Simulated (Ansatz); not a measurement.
Planning a run of Ansatz 0.2.0 on MoS2 (Amm2). The input:

```yaml
crystal:
  lattice:
    - [3.279535984, 0.0, 0.0]
    - [-1.639767992, 2.757438325, 0.0]
    - [0.0, 0.0, 28.3873198]
  atoms:
    - { symbol: Mo, position: [0.6652268492, 0.3304536985, 0.0] }
    - { symbol: Mo, position: [0.3334762134, 0.6669524268, 0.7905459445] }
    - { symbol: Mo, position: [0.3334762134, 0.6669524268, 0.2094540555] }
    - { symbol: S, position: [0.3301513503, 0.6603027005, 0.0534478626] }
    - { symbol: S, position: [0.6685238958, 0.3370477917, 0.8440125769] }
    - { symbol: S, position: [0.6685684492, 0.3371368983, 0.2628124796] }
    - { symbol: S, position: [0.3301513503, 0.6603027005, 0.9465521374] }
    - { symbol: S, position: [0.6685684492, 0.3371368983, 0.7371875204] }
    - { symbol: S, position: [0.6685238958, 0.3370477917, 0.1559874231] }
kpoints:
  mp_grid: { grid: [6, 6, 1] }
  band_path:
    path:
      - [0.0, 0.0, 0.0]
      - [0.5, 0.0, 0.0]
      - [0.33333333, 0.33333333, 0.0]
      - [0.0, 0.0, 0.5]
      - [0.5, 0.0, 0.5]
      - [0.33333333, 0.33333333, 0.5]
    npoints: 1
hamiltonian:
  xc: hse06
  pseudopotentials: { kind: paw, azcp: { folder: soft_1 } }
scf:
  occupations: { method: fixed }
  n_extra_bands: 7
output:
  eigenvalues: true
  write_density: true
  write_potential: true
  elf: true
  volumetric_format: npy
```

```sh
ansatz run input.yaml --threads 3 --pin off --max-ram 92160MiB --backend cuda --events-out ev --progress --plain --runs-dir out --devices 1 --max-vram 13GiB
```

Q: How long will it take on 1 × NVIDIA H100 80GB HBM3 (shared by 6 runs) with 3 threads of AMD EPYC 7R13 (Zen 3), shared host, and how much memory?

It took 28 s; on shared hardware allow 14 s to 55 s. Peak host memory was 1.6 GiB. The sizes that set the cost: 5095 plane waves a state, 13 irreducible k points and 25 SCF cycles.

Exact exchange couples every pair of k points and filled bands, so it costs far more than a semilocal run.

[Paths, hosts, dates, memory and timing lines, banners, echoed tables and standing remarks are left out of the program output.]

[Logs are printed without paths, hosts, clocks, repeated set-up lines and the standing remarks that a program may print on its own settings, such as how far it seeks lower states.]

[Runs of the session that timed out or met a known fault of the program may be left out.]

[Cells called generated may have been cut or substituted from an entry of the Crystallography Open Database or the Materials Project.]

[Hosts, paths, dates, database ids (printed as entryN), source tags and the programs' standing remarks are cut or masked in the printed files.]
